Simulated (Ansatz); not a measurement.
# CoO in Ansatz: the effect of functional

CoO:

```
Co O
1.0
    -1.48762    1.48762    2.07877
     1.48762   -1.48762    2.07877
     1.48762    1.48762   -2.07877
Co O
1 1
Direct
  0.00000 0.00000 0.00000
  0.50000 0.50000 0.00000
```

The cell isn't the ideal one: volume scaled by 0.96.

Alike in all runs:

```yaml
Program: Ansatz 0.2.0
Task: single point
Potentials_or_basis: Ansatz PAW
k_mesh: 12 × 12 × 12
Occupations: fermi-dirac, width 0.05 eV
Spin: collinear spin, ferromagnetic start
Starting_moments: "[2.0, 0.0] μB"
```

Task: One run gave: gap on the mesh none; pressure -13.2 GPa; moment 2.64 μB. Which functional did it use?
A. LDA
B. PBEsol
C. r2SCAN

Result: A.

```tsv
functional	cutoff	gap on the mesh (eV)	pressure (GPa)	moment (μB)
LDA	420 eV (not typed: the program's choice for these potentials)	none	-13.2	2.64
PBEsol	420 eV (not typed: the program's choice for these potentials)	none	-2.5	2.84
r2SCAN	500 eV (not typed: the program's choice for these potentials)	0.13	9.2	3.00
```

Caveats: a cell with one magnetic atom can't hold antiferromagnetic order, which such compounds often take; the PAW data sets come from PBE, with cores solved anew for the run's functional, which leaves a small shift of forces and pressure; semilocal functionals often make such compounds metallic where correlation or magnetic order opens a gap, which also shifts bond lengths (some runs); the magnetic or orbital state may not be the lowest (some runs).

A k mesh can miss the band edges.

A gap of «none» marks a metal or a gap under the smearing width.

Runs at the PBE level aren't shown here.
